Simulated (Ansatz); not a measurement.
# TiC (Fm-3m) in Ansatz: notebook

One crystal, TiC, is run at these levels: LDA; tasks: single point, equation of state.

Program: Ansatz 0.2.0. These are calculated values, not measurements. Logs are shortened: lines on timing, memory, paths and dates and some standing lists are left out, and cuts for length are marked.

**1. The crystal as given**

Symmetry: Fm-3m, No. 225, cubic system. Conventional cell: a = 4.331 Å, b = 4.331 Å, c = 4.331 Å, α = 90.00°, β = 90.00°, γ = 90.00°. Ti (site symmetry m-3m) has 6 C at 2.17 Å as nearest neighbours. C (site symmetry m-3m) has 6 Ti at 2.17 Å as nearest neighbours.

The cell is a database's computed one.

**2. Single point, LDA, 9.55 Å³/atom (volume scaled by 0.94)**

input.yaml

```yaml
crystal:
  lattice:
    - [3.0002655191, 0.0, 0.0]
    - [1.5001327596, 2.5983061577, 0.0]
    - [1.5001327596, 0.8661020526, 2.4497065382]
  atoms:
    - { symbol: Ti, position: [0.0, 0.0, 0.0] }
    - { symbol: C, position: [0.5, 0.5, 0.5] }
kpoints:
  mp_grid: { grid: [11, 11, 11] }
scf:
  occupations: { method: fermi_dirac, width: 0.05 }
hamiltonian:
  xc: lda
  pseudopotentials: { kind: all_electron, lapw: { basis_error: 0.001 } }
output:
  forces: true
  stress: true
  eigenvalues: true
```

Potentials or basis: all-electron LAPW, scalar-relativistic.

Started as:

```bash
$ ansatz run input.yaml --threads 1 --pin off --max-ram 3072MiB --backend cpu --events-out ev --progress --plain --runs-dir out
```

Log:

```text
Warning: RAYON_NUM_THREADS=1 ignored (pool sized by the plan → 1); use --threads N
LAPW: plane waves up to 9.227 Å⁻¹, error target 1.0e-3 eV per atom; small_component_spin mean_spin; C in spheres of 0.923 Å, 6 of its electrons in bands, Dirac shells []; Ti in spheres of 1.199 Å, 18 of its electrons in bands, Dirac shells [] (how accurate: hamiltonian.pseudopotentials.lapw.basis_error, Limitations)
Engine: ansatz 0.2.0, aarch64-unknown-linux-gnu
Pseudopotentials: kind: all_electron
Pseudopotential: Ti, LAPW, valence charge 18, lapw/all_electron/scalar/gaussian/Ti, Koelling and Harmon's equation, gaussian nucleus
Pseudopotential: C, LAPW, valence charge 6, lapw/all_electron/scalar/gaussian/C, Koelling and Harmon's equation, gaussian nucleus
Functional definition: SPW92
  exchange = slater_x
  correlation = pw_c
Crystal: 2 atoms, lattice volume = 19.097 Å³
Basis set: ecut = 324.3401319953389 eV, 259 PW (Γ), exchange–correlation at level 2
Bands: 16, of which v1, the nominal top of the filled ones, is band 12 counted from 1 (11 counted from 0)
Symmetry: 48 space group operations
Space group: Fm-3m (ITA 225), of the structure as read, at distance tolerance 2.7e-5 Å
k-points: 56 of 1331
Non-local potential: Ti, projectors of the file, none
Non-local potential: C, projectors of the file, none
Initial density: superposition of atomic densities (chi_scale 0.1, normalization cell, long waves kept (reshape's long-wave potential 0.00 eV rms))
Initial wavefunctions: plane waves of lowest kinetic energy (no species holds an atomic orbital)
Functional: x = slater, c = lda
iter 1 solved again at ethr=2.57e-2 eV; its pass at ethr=1.00e-1 eV (dr2=6.16e0 eV) is discarded
SCF iter   1: F=—  HF=-24217.189261 eV  |F-HF|=—  |Δ(HF+E_count)|=         —  Δρ=1.65e-1  dr2=6.16e0  ethr=2.57e-2  ⟨swp⟩=2.0  Hψ=5659  notcnv=0
preconditioner: auto → none  [insulator: Δε(μ)=0.154 eV  Ē_g=20.675 eV  σ=0.050 eV  W_gap=0.56  n_scr=8 (ndim 8)  ℏωp=31.8 eV  f_vac=0.000  D(μ)=0.12/eV (n_scr^D=0)  ε∞_Penn≈3.4]
SCF iter   2: F=—  HF=-24217.851450 eV  |F-HF|=—  |Δ(HF+E_count)|=   6.62e-1  Δρ=1.75e-1  dr2=6.76e0  ethr=2.57e-2  ⟨swp⟩=3.0  Hψ=2890  notcnv=0
iter 3 solved again at ethr=1.72e-4 eV; its pass at ethr=2.57e-2 eV (dr2=4.13e-2 eV) is discarded
SCF iter   3: F=—  HF=-24214.938260 eV  |F-HF|=—  |Δ(HF+E_count)|=    2.91e0  Δρ=1.88e-2  dr2=4.16e-2  ethr=1.72e-4  ⟨swp⟩=2.3  Hψ=4595  notcnv=0
SCF iter   4: F=—  HF=-24214.906839 eV  |F-HF|=—  |Δ(HF+E_count)|=         —  Δρ=9.05e-3  dr2=7.55e-3  ethr=1.72e-4  ⟨swp⟩=3.0  Hψ=2919  notcnv=0
the basis was enlarged: its passes take 37.6 KiB over the memory plan, 1 of 1 planned eigensolver slots
SCF iter   5: F=—  HF=-24214.903243 eV  |F-HF|=—  |Δ(HF+E_count)|=   3.60e-3  Δρ=1.92e-3  dr2=7.43e-4  ethr=3.14e-5  ⟨swp⟩=2.0  Hψ=2590  notcnv=0
SCF iter   6: F=—  HF=-24214.902715 eV  |F-HF|=—  |Δ(HF+E_count)|=   5.28e-4  Δρ=8.43e-4  dr2=1.30e-4  ethr=3.10e-6  ⟨swp⟩=2.0  Hψ=2533  notcnv=0
SCF iter   7: F=—  HF=-24214.902538 eV  |F-HF|=—  |Δ(HF+E_count)|=   1.77e-4  Δρ=2.76e-4  dr2=1.28e-5  ethr=5.41e-7  ⟨swp⟩=2.0  Hψ=2536  notcnv=0
SCF iter   8: F=—  HF=-24214.902516 eV  |F-HF|=—  |Δ(HF+E_count)|=   2.20e-5  Δρ=4.77e-5  dr2=3.53e-7  ethr=5.32e-8  ⟨swp⟩=2.5  Hψ=2580  notcnv=0
SCF iter   9: F=-24214.902515 eV  HF=-24214.902515 eV  |F-HF|=7.97e-9  |Δ(HF+E_count)|=   7.45e-7  Δρ=3.33e-6  dr2=1.64e-9  ethr=1.47e-9  ⟨swp⟩=3.0  Hψ=2665  notcnv=0
SCF 1 converged in 9 iterations: F = -24214.902515 eV  dr2 = 1.64e-9
SCF converged after 9 iterations
Free energy (F): -24214.902515 eV
Harris-Foulkes:  -24214.902515 eV  (|F-HF|=7.97e-9)
Internal energy: -24214.899783 eV  (E = F + TS)
E sigma→0 (E₀):  -24214.901149 eV
Entropy (-TS):   -0.002732 eV (-1.366 meV/atom)
Fermi energy:    15.999811 eV
--- Per-component energies (eV) ---
  E_band       = -3107.212736
  E_kinetic    = 24421.157442
  E_xc         = -1238.367846
  E_electrostatic = -47397.689380  (all electrons and nuclei)
  E_smearing   = -0.002732  (= −TS)
  E_closure    = 0.000000  (closes the sum)
  E_atoms      = -24195.367548  (free atoms, spherical and without spin; not in F)
  Σ components = -24214.902515   (vs F -24214.902515, Δ=0.00e0)
  Basis errors (estimates in eV, not in F): energy 3.2e-4 per atom: plane waves 2.8e-4 (1.6e-4 summed), levels above the bands 1.0e-20, relativity 5.6e-9, radial functions 4.1e-5, core shells 4.4e-7; eigenvalues (radial functions only) 3.5e-6; not estimated: angular momenta, meshes, grids; target (lapw.basis_error) 1.0e-3; muffin-tin radii C 0.923 Å, Ti 1.199 Å
--- Forces (eV/Å), atoms counted from 1 ---
  atom   1  Ti    -0.00000000     0.00000000     0.00000000
  atom   2  C      0.00000000    -0.00000000    -0.00000000
  max |Σ_I F_I| component: 8.55e-31 eV/Å
--- Stress (GPa, compression-positive) ---
        3.806271      -0.000000       0.000000
       -0.000000       3.806271       0.000000
        0.000000       0.000000       3.806271
  P = ⅓ Tr σ = 3.8063 GPa (38.063 kbar)
--- Band table (eV; the first three rows and the last of 56) ---
  k-point 0: bands = ["-421.3762", "-421.3762", "-421.3762", "-245.7531", "-39.8441", "-16.1481", "-16.1481", "-16.1481", "3.4352", "16.5924", "16.5924", "16.5924", "17.7041", "17.7041", "17.7041", "17.7923"]
  k-point 1: bands = ["-421.3762", "-421.3762", "-421.3762", "-245.7531", "-39.8361", "-16.2018", "-16.1530", "-16.1530", "3.6386", "15.7592", "16.0720", "16.0720", "16.9732", "16.9732", "18.1305", "19.3413"]
  k-point 2: bands = ["-421.3762", "-421.3762", "-421.3762", "-245.7531", "-39.8145", "-16.3437", "-16.1659", "-16.1659", "4.2202", "14.2899", "14.8741", "14.8741", "17.3404", "17.3404", "18.6193", "21.0083"]
  k-point 55: bands = ["-421.3762", "-421.3762", "-421.3762", "-245.7531", "-39.7091", "-16.5607", "-16.5322", "-16.3582", "6.4676", "12.4570", "12.6539", "13.3433", "18.6073", "19.0599", "19.8272", "21.7349"]
```

Wall time 7.6 s (1 thread of Arm Neoverse V2, shared host); peak memory 0.28 GiB.

What came out:

```yaml
Free_energy: -24214.9025 eV
Pressure: 3.8 GPa
Band_gap_on_the_k_mesh: none (metal or under the smearing width)
```

**3. Single point, LDA, 9.75 Å³/atom (volume scaled by 0.96)**

Edit input.yaml of step 2 so:

```diff
@@ -2,5 +2,5 @@
   lattice:
-    - [3.0002655191, 0.0, 0.0]
-    - [1.5001327596, 2.5983061577, 0.0]
-    - [1.5001327596, 0.8661020526, 2.4497065382]
+    - [3.0213948457, 0.0, 0.0]
+    - [1.5106974229, 2.6166046913, 0.0]
+    - [1.5106974229, 0.8722015638, 2.4669585611]
   atoms:
```

Potentials or basis: all-electron LAPW, scalar-relativistic.

Started as:

```bash
$ ansatz run input.yaml --threads 1 --pin off --max-ram 3072MiB --backend cpu --events-out ev --progress --plain --runs-dir out
```

It took 7.3 s on 1 thread of Arm Neoverse V2, shared host; peak memory 0.28 GiB.

The run converged. Its results:

| Quantity | Value |
| --- | --- |
| Free energy | -24214.9044 eV |
| Pressure | -2.2 GPa |
| Band gap on the k mesh | none (metal or under the smearing width) |

**4. Single point, LDA, 9.95 Å³/atom (volume scaled by 0.98)**

Edit input.yaml of step 3 so:

```diff
@@ -2,5 +2,5 @@
   lattice:
-    - [3.0213948457, 0.0, 0.0]
-    - [1.5106974229, 2.6166046913, 0.0]
-    - [1.5106974229, 0.8722015638, 2.4669585611]
+    - [3.04223271, 0.0, 0.0]
+    - [1.521116355, 2.6346508111, 0.0]
+    - [1.521116355, 0.8782169371, 2.4839726061]
   atoms:
```

Started as:

```bash
$ ansatz run input.yaml --threads 1 --pin off --max-ram 3072MiB --backend cpu --events-out ev --progress --plain --runs-dir out
```

Wall time 7.4 s (1 thread of Arm Neoverse V2, shared host); peak memory 0.28 GiB.

It converged, with:

- Free energy: -24214.8918 eV
- Pressure: -7.6 GPa
- Band gap on the k mesh: none (metal or under the smearing width)

**5. Single point, LDA, 10.16 Å³/atom**

Edit input.yaml of step 4 so:

```diff
@@ -2,5 +2,5 @@
   lattice:
-    - [3.04223271, 0.0, 0.0]
-    - [1.521116355, 2.6346508111, 0.0]
-    - [1.521116355, 0.8782169371, 2.4839726061]
+    - [3.06278896, 0.0, 0.0]
+    - [1.53139448, 2.6524530458, 0.0]
+    - [1.53139448, 0.8841510153, 2.5007567139]
   atoms:
```

Started as:

```bash
$ ansatz run input.yaml --threads 1 --pin off --max-ram 3072MiB --backend cpu --events-out ev --progress --plain --runs-dir out
```

It took 7.7 s on 1 thread of Arm Neoverse V2, shared host; peak memory 0.28 GiB.

The run converged. Its results:

```yaml
Free_energy: -24214.8662 eV
Pressure: -12.5 GPa
Band_gap_on_the_k_mesh: none (metal or under the smearing width)
```

**6. Single point, LDA, 10.36 Å³/atom (volume scaled by 1.02)**

Edit input.yaml of step 5 so:

```diff
@@ -2,5 +2,5 @@
   lattice:
-    - [3.06278896, 0.0, 0.0]
-    - [1.53139448, 2.6524530458, 0.0]
-    - [1.53139448, 0.8841510153, 2.5007567139]
+    - [3.0830729217, 0.0, 0.0]
+    - [1.5415364609, 2.6700194719, 0.0]
+    - [1.5415364609, 0.8900064907, 2.5173184993]
   atoms:
```

Potentials or basis: all-electron LAPW, scalar-relativistic.

Started as:

```bash
$ ansatz run input.yaml --threads 1 --pin off --max-ram 3072MiB --backend cpu --events-out ev --progress --plain --runs-dir out
```

Wall time 6.8 s (1 thread of Arm Neoverse V2, shared host); peak memory 0.28 GiB.

It converged, with:

```yaml
Free_energy: -24214.8289 eV
Pressure: -16.9 GPa
Band_gap_on_the_k_mesh: none (metal or under the smearing width)
```

**7. Single point, LDA, 10.56 Å³/atom (volume scaled by 1.04)**

Edit input.yaml of step 6 so:

```diff
@@ -2,5 +2,5 @@
   lattice:
-    - [3.0830729217, 0.0, 0.0]
-    - [1.5415364609, 2.6700194719, 0.0]
-    - [1.5415364609, 0.8900064907, 2.5173184993]
+    - [3.1030934367, 0.0, 0.0]
+    - [1.5515467184, 2.6873577465, 0.0]
+    - [1.5515467184, 0.8957859155, 2.5336651814]
   atoms:
```

Started as:

```bash
$ ansatz run input.yaml --threads 1 --pin off --max-ram 3072MiB --backend cpu --events-out ev --progress --plain --runs-dir out
```

Run time: 7.2 s. Hardware: 1 thread of Arm Neoverse V2, shared host; peak memory 0.28 GiB.

It converged, with:

* Free energy: -24214.7809 eV
* Pressure: -20.8 GPa
* Band gap on the k mesh: none (metal or under the smearing width)

**8. Single point, LDA, 10.77 Å³/atom (volume scaled by 1.06)**

Edit input.yaml of step 7 so:

```diff
@@ -2,5 +2,5 @@
   lattice:
-    - [3.1030934367, 0.0, 0.0]
-    - [1.5515467184, 2.6873577465, 0.0]
-    - [1.5515467184, 0.8957859155, 2.5336651814]
+    - [3.122858896, 0.0, 0.0]
+    - [1.561429448, 2.7044751364, 0.0]
+    - [1.561429448, 0.9014917122, 2.5498036113]
   atoms:
```

Started as:

```bash
$ ansatz run input.yaml --threads 1 --pin off --max-ram 3072MiB --backend cpu --events-out ev --progress --plain --runs-dir out
```

Run time: 7.8 s. Hardware: 1 thread of Arm Neoverse V2, shared host; peak memory 0.28 GiB.

The run converged. Its results:

- Free energy: -24214.7235 eV
- Pressure: -24.4 GPa
- Band gap on the k mesh: none (metal or under the smearing width)

**9. Equation of state, LDA**

Potentials or basis: all-electron LAPW, scalar-relativistic.

This step only gathers the single runs of the series.

Results:

```
Equilibrium volume                      : 9.67 Å³/atom
Bulk modulus                            : 283 GPa
Pressure derivative of the bulk modulus : 4.0
```

Energy against volume, from the lowest point:
| volume (Å³/atom) | energy (meV/atom) |
| --- | --- |
| 9.548 | 0.95 |
| 9.752 | 0.00 |
| 9.955 | 6.29 |
| 10.158 | 19.10 |
| 10.361 | 37.78 |
| 10.564 | 61.73 |
| 10.767 | 90.44 |
